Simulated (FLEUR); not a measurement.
# ZnS (F-43m) in FLEUR: notebook, part 2 of 2

FLEUR MaX-R8.1 (later development tree).

## 8. Equation of state, PBEsol, 20.91 Å³/atom (volume scaled by 1.06)

Input file inp.xml:

```xml
<?xml version="1.0" encoding="UTF-8" standalone="no"?>
<fleurInput fleurInputVersion="0.39">
   <comment>
      ZnS                                                                                                 
   </comment>
   <calculationSetup>
      <cutoffs Kmax="5.27" Gmax="16.3" GmaxXC="16.3" numbands="0"/>
      <scfLoop itmax="60" minDistance="0.00001" maxIterBroyd="15" imix="Anderson" alpha="0.05" precondParam="0.0" spinf="2.0" sdNocoIR="T"/>
      <coreElectrons ctail="T" frcor="F" kcrel="0" coretail_lmax="0"/>
      <xcFunctional name="PBEs" relativisticCorrections="F"/>
      <magnetism jspins="1"/>
      <soc l_soc="F" theta="0.0" phi="0.0" spav="F"/>
      <expertModes spex="0" secvar="F"/>
      <geometryOptimization l_f="F" forcealpha="1.0" forcemix="BFGS" epsdisp="0.00001" epsforce="0.00001"/>
      <ldaU l_linMix="F" mixParam="0.05" spinf="1.0"/>
   </calculationSetup>
   <cell>
      <bzIntegration valenceElectrons="26.0" mode="hist" fermiSmearingEnergy="0.00183747">
         <kPointListSelection listName="default-1"/>
         <!-- k-points included here -->
         <xi:include xmlns:xi="http://www.w3.org/2001/XInclude" href="kpts.xml"> </xi:include>
      </bzIntegration>
      <!-- symmetry operations included here -->
      <xi:include xmlns:xi="http://www.w3.org/2001/XInclude" href="sym.xml"> </xi:include>
      <bulkLattice scale="1.0196128224">
         <bravaisMatrix>
            <row-1>    0.0000000000000000     5.1060399886691998     5.1060399886691998</row-1>
            <row-2>    5.1060399886691998     0.0000000000000000     5.1060399886691998</row-2>
            <row-3>    5.1060399886691998     5.1060399886691998     0.0000000000000000</row-3>
         </bravaisMatrix>
      </bulkLattice>
   </cell>
   <atomSpecies>
      <species name="Zinc (Zn)" element="Zn" atomicNumber="30">
         <mtSphere radius="2.11" gridPoints="721" logIncrement="0.017"/>
         <atomicCutoffs lmax="9" lnonsphr="9"/>
         <electronConfig flipSpins="F">
            <coreConfig>(1s1/2) (2s1/2) (2p1/2) (2p3/2)</coreConfig>
            <valenceConfig>(3s1/2) (3p1/2) (3p3/2) (4s1/2) (3d3/2) (3d5/2)</valenceConfig>
         </electronConfig>
         <energyParameters s="4" p="4" d="3" f="4"/>
         <lo type="SCLO" l="0" n="3" eDeriv="0"/>
         <lo type="SCLO" l="1" n="3" eDeriv="0"/>
         <lo type="SCLO" l="1" n="3" eDeriv="1"/>
         <lo type="HELO" l="2" n="4" eDeriv="0"/>
         <lo type="HELO" l="2" n="4" eDeriv="1"/>
         <lo type="SCLO" l="3" n="4" eDeriv="2"/>
      </species>
      <species name="Sulfur (S)" element="S" atomicNumber="16">
         <mtSphere radius="1.86" gridPoints="635" logIncrement="0.018"/>
         <atomicCutoffs lmax="8" lnonsphr="8"/>
         <electronConfig flipSpins="F">
            <coreConfig>(1s1/2) (2s1/2) (2p1/2) (2p3/2)</coreConfig>
            <valenceConfig>(3s1/2) (3p1/2) (3p3/2)</valenceConfig>
            <stateOccupation state="(3p1/2)" spinUp="0.666667" spinDown="0.666667"/>
            <stateOccupation state="(3p3/2)" spinUp="1.333333" spinDown="1.333333"/>
         </electronConfig>
         <energyParameters s="3" p="3" d="3" f="4"/>
         <lo type="SCLO" l="0" n="3" eDeriv="2"/>
         <lo type="SCLO" l="1" n="3" eDeriv="2"/>
         <lo type="SCLO" l="2" n="3" eDeriv="2"/>
         <lo type="SCLO" l="3" n="4" eDeriv="2"/>
      </species>
   </atomSpecies>
   <atomGroups>
      <atomGroup species="Zinc (Zn)">
         <relPos label="                   1">-1.000/4.000 -1.000/4.000 -1.000/4.000</relPos>
         <force calculate="T" relaxXYZ="TTT"/>
      </atomGroup>
      <atomGroup species="Sulfur (S)">
         <relPos label="                   2">.0000000000 .0000000000 .0000000000</relPos>
         <force calculate="T" relaxXYZ="TTT"/>
      </atomGroup>
   </atomGroups>
   <output dos="F" band="F" slice="F">
      <checks vchk="F" cdinf="F"/>
      <bandDOS minEnergy="-.5*Htr" maxEnergy="0.5*Htr" sigma="0.015" storeEVData="T"/>
      <vacuumDOS vacdos="F" integ="F" star="F" nstars="0" locx1="0.0" locy1="0.0" locx2="0.0" locy2="0.0" nstm="0" tworkf="0.0"/>
      <unfoldingBand unfoldBand="F" supercellX="1" supercellY="1" supercellZ="1"/>
      <plotting iplot="0" polar="F">
         <plot TwoD="T" vec1="  1.0  0.0  0.0" vec2="  0.0  1.0  0.0" vec3="  0.0  0.0  1.0" zero="  0.0  0.0  0.0" file="plot"/>
      </plotting>
      <chargeDensitySlicing numkpt="0" minEigenval="0.0" maxEigenval="0.0" nnne="0" pallst="F"/>
      <specialOutput eonly="F"/>
      <moessbauerParams electricFieldGradient="T" isomerShift="T" coreHyperfine="T" valenceHyperfine="T"/>
      <magneticCircularDichroism mcd="F" energyLo="-10.0" energyUp="0.0"/>
   </output>
  <!-- We include the file relax.xml here to enable relaxations (see documentation) -->
  <xi:include xmlns:xi="http://www.w3.org/2001/XInclude" href="relax.xml"> <xi:fallback/> </xi:include>
</fleurInput>
```

Started as:

```console
> inpgen -f crystal.txt -profile fastHighL
> # inp.xml edited to the form shown
> fleur_MPI
```

Run time: 1.9 min. Hardware: 1 thread of Intel Xeon 6975P-C (Granite Rapids), shared host; peak memory 0.09 GiB.

The run converged. Its results:

* Free energy: -59683.8351 eV
* Band gap on the k mesh: 1.73 eV, direct
* Valence electrons inside the program's atomic spheres: Zn 18.32; S 3.40 (radii Zn 2.11, S 1.86 bohr)

## 9. Equation of state, PBEsol

Potentials or basis: all-electron, FLAPW.

This step only gathers the single runs of the series.

What came out:

```yaml
Equilibrium_volume: 19.21 Å³/atom
Bulk_modulus: 79 GPa
Pressure_derivative_of_the_bulk_modulus: 4.5
```

Energy against volume, from the lowest point:
```tsv
volume (Å³/atom)	energy (meV/atom)
18.543	5.94
18.938	0.81
19.332	0.00
19.727	3.04
20.121	9.54
20.516	19.12
20.910	31.46
```

## 10. Band structure, LDA

Changes to inp.xml since step 8:

```diff
@@ -6,6 +6,6 @@
    <calculationSetup>
-      <cutoffs Kmax="5.27" Gmax="16.3" GmaxXC="16.3" numbands="0"/>
+      <cutoffs Kmax="5.1" Gmax="15.8" GmaxXC="15.8" numbands="0"/>
       <scfLoop itmax="60" minDistance="0.00001" maxIterBroyd="15" imix="Anderson" alpha="0.05" precondParam="0.0" spinf="2.0" sdNocoIR="T"/>
       <coreElectrons ctail="T" frcor="F" kcrel="0" coretail_lmax="0"/>
-      <xcFunctional name="PBEs" relativisticCorrections="F"/>
+      <xcFunctional name="vwn" relativisticCorrections="F"/>
       <magnetism jspins="1"/>
@@ -24,3 +24,3 @@
       <xi:include xmlns:xi="http://www.w3.org/2001/XInclude" href="sym.xml"> </xi:include>
-      <bulkLattice scale="1.0196128224">
+      <bulkLattice scale="1.0">
          <bravaisMatrix>
@@ -34,3 +34,3 @@
       <species name="Zinc (Zn)" element="Zn" atomicNumber="30">
-         <mtSphere radius="2.11" gridPoints="721" logIncrement="0.017"/>
+         <mtSphere radius="2.18" gridPoints="721" logIncrement="0.017"/>
          <atomicCutoffs lmax="9" lnonsphr="9"/>
@@ -49,3 +49,3 @@
       <species name="Sulfur (S)" element="S" atomicNumber="16">
-         <mtSphere radius="1.86" gridPoints="635" logIncrement="0.018"/>
+         <mtSphere radius="1.92" gridPoints="635" logIncrement="0.018"/>
          <atomicCutoffs lmax="8" lnonsphr="8"/>
```

Input file crystal.txt:

```
ZnS
&input cartesian=F /
0.0000000000  2.7020000000  2.7020000000
2.7020000000  0.0000000000  2.7020000000
2.7020000000  2.7020000000  0.0000000000
1.8897261246
1.0 1.0 1.0

2
30 0.7500000000  0.7500000000  0.7500000000
16 0.0000000000  0.0000000000  0.0000000000

&kpt div1=9 div2=9 div3=9 gamma=T /
```

Input file inp.xml (bands):

```
<?xml version="1.0" encoding="UTF-8" standalone="no"?>
<fleurInput fleurInputVersion="0.39">
   <comment>
      ZnS                                                                                                 
   </comment>
   <calculationSetup>
      <cutoffs Kmax="5.1" Gmax="15.8" GmaxXC="15.8" numbands="0"/>
      <scfLoop itmax="60" minDistance="0.00001" maxIterBroyd="15" imix="Anderson" alpha="0.05" precondParam="0.0" spinf="2.0" sdNocoIR="T"/>
      <coreElectrons ctail="T" frcor="F" kcrel="0" coretail_lmax="0"/>
      <xcFunctional name="vwn" relativisticCorrections="F"/>
      <magnetism jspins="1"/>
      <soc l_soc="F" theta="0.0" phi="0.0" spav="F"/>
      <expertModes spex="0" secvar="F"/>
      <geometryOptimization l_f="F" forcealpha="1.0" forcemix="BFGS" epsdisp="0.00001" epsforce="0.00001"/>
      <ldaU l_linMix="F" mixParam="0.05" spinf="1.0"/>
   </calculationSetup>
   <cell>
      <bzIntegration valenceElectrons="26.0" mode="hist" fermiSmearingEnergy="0.00183747">
         <kPointListSelection listName="path-1"/>
         <!-- k-points included here -->
         <xi:include xmlns:xi="http://www.w3.org/2001/XInclude" href="kpts.xml"> </xi:include>
      </bzIntegration>
      <!-- symmetry operations included here -->
      <xi:include xmlns:xi="http://www.w3.org/2001/XInclude" href="sym.xml"> </xi:include>
      <bulkLattice scale="1.0">
         <bravaisMatrix>
[... 29 lines left out ...]
            <stateOccupation state="(3p3/2)" spinUp="1.333333" spinDown="1.333333"/>
         </electronConfig>
         <energyParameters s="3" p="3" d="3" f="4"/>
         <lo type="SCLO" l="0" n="3" eDeriv="2"/>
         <lo type="SCLO" l="1" n="3" eDeriv="2"/>
         <lo type="SCLO" l="2" n="3" eDeriv="2"/>
         <lo type="SCLO" l="3" n="4" eDeriv="2"/>
      </species>
   </atomSpecies>
   <atomGroups>
      <atomGroup species="Zinc (Zn)">
         <relPos label="                   1">-1.000/4.000 -1.000/4.000 -1.000/4.000</relPos>
         <force calculate="T" relaxXYZ="TTT"/>
      </atomGroup>
      <atomGroup species="Sulfur (S)">
         <relPos label="                   2">.0000000000 .0000000000 .0000000000</relPos>
         <force calculate="T" relaxXYZ="TTT"/>
      </atomGroup>
   </atomGroups>
   <output dos="F" band="T" slice="F">
      <checks vchk="F" cdinf="F"/>
      <bandDOS minEnergy="-.5*Htr" maxEnergy="0.5*Htr" sigma="0.015" storeEVData="T"/>
      <vacuumDOS vacdos="F" integ="F" star="F" nstars="0" locx1="0.0" locy1="0.0" locx2="0.0" locy2="0.0" nstm="0" tworkf="0.0"/>
      <unfoldingBand unfoldBand="F" supercellX="1" supercellY="1" supercellZ="1"/>
      <plotting iplot="0" polar="F">
         <plot TwoD="T" vec1="  1.0  0.0  0.0" vec2="  0.0  1.0  0.0" vec3="  0.0  0.0  1.0" zero="  0.0  0.0  0.0" file="plot"/>
      </plotting>
      <chargeDensitySlicing numkpt="0" minEigenval="0.0" maxEigenval="0.0" nnne="0" pallst="F"/>
      <specialOutput eonly="F"/>
      <moessbauerParams electricFieldGradient="T" isomerShift="T" coreHyperfine="T" valenceHyperfine="T"/>
      <magneticCircularDichroism mcd="F" energyLo="-10.0" energyUp="0.0"/>
   </output>
  <!-- We include the file relax.xml here to enable relaxations (see documentation) -->
  <xi:include xmlns:xi="http://www.w3.org/2001/XInclude" href="relax.xml"> <xi:fallback/> </xi:include>
</fleurInput>
```

Started as:

```console
> inpgen -f crystal.txt -profile fastHighL
> # inp.xml edited to the form shown
> fleur_MPI
> fleur_MPI   # second run, on inp.xml (bands)
```

Wall time 2.3 min (1 thread of Intel Xeon Platinum 8223CL at 3.00GHz (Skylake/Cascade Lake), shared host); peak memory 0.08 GiB.

The run converged. Its results:

* Free energy: -59634.5162 eV
* Band gap on the k mesh: 1.86 eV, direct
* Band gap along the path: 1.86 eV, direct
* Valence electrons inside the program's atomic spheres: Zn 18.53; S 3.64 (radii Zn 2.18, S 1.92 bohr)

Levels at the corners of the path, in eV from the valence-band top:
```csv
point,band 9,band 10,band 11,band 12,band 13,band 14,band 15,band 16,band 17,band 18
Γ,-6.00,-6.00,0.00,0.00,0.00,1.86,6.22,6.22,6.22,11.52
X,-5.93,-5.78,-4.67,-2.24,-2.24,3.19,3.88,10.70,11.74,11.74
W,-6.04,-5.59,-4.68,-2.80,-2.77,5.52,5.89,7.66,7.99,12.19
K,-5.97,-5.65,-4.71,-3.17,-1.83,3.93,5.80,9.14,9.60,10.41
Γ,-6.00,-6.00,0.00,0.00,0.00,1.86,6.22,6.22,6.22,11.52
L,-5.97,-5.79,-5.38,-0.88,-0.88,3.09,6.76,6.76,8.62,11.84
U,-5.97,-5.65,-4.71,-3.17,-1.83,3.93,5.80,9.14,9.60,10.41
W,-6.04,-5.59,-4.68,-2.80,-2.77,5.52,5.89,7.66,7.99,12.19
L,-5.97,-5.79,-5.38,-0.88,-0.88,3.09,6.76,6.76,8.62,11.84
K,-5.97,-5.65,-4.71,-3.17,-1.83,3.93,5.80,9.14,9.60,10.41
U,-5.97,-5.65,-4.71,-3.17,-1.83,3.93,5.80,9.14,9.60,10.41
X,-5.93,-5.78,-4.67,-2.24,-2.24,3.19,3.88,10.70,11.74,11.74
```

Core levels (eV from the Fermi level):
| atom | levels |
| --- | --- |
| 1 Zn | 1s1/2 -9500.4, 2s1/2 -1151.3, 2p1/2 -1014.6, 2p3/2 -990.8 |
| 2 S | 1s1/2 -2389.7, 2s1/2 -203.7, 2p1/2 -150.2, 2p3/2 -149.0 |

## 11. Against experiment

Step 9. Measured bulk modulus of ZnS: 76.9 GPa (quoted in “Electronic, vibrational, and thermodynamic properties of ZnS (zincblende and rocksalt structure)”, 2009, arxiv:0911.5022). This calculation gives 79 GPa (+2.5 %). The fit is for a static lattice scaled at fixed shape and fixed fractional positions.

Step 10. Measured gap of ZnS: 3.85 eV (direct; 19 K; quoted in “Electronic, vibrational, and thermodynamic properties of ZnS (zincblende and rocksalt structure)”, 2009, arxiv:0911.5022). This calculation gives 1.86 eV (-1.99 eV). So large a miss can be the level of theory's own, or it may mean another phase, state or a wrong row. The value is that of LDA, without temperature or zero-point motion. Semilocal functionals fall short of measured gaps as a rule.
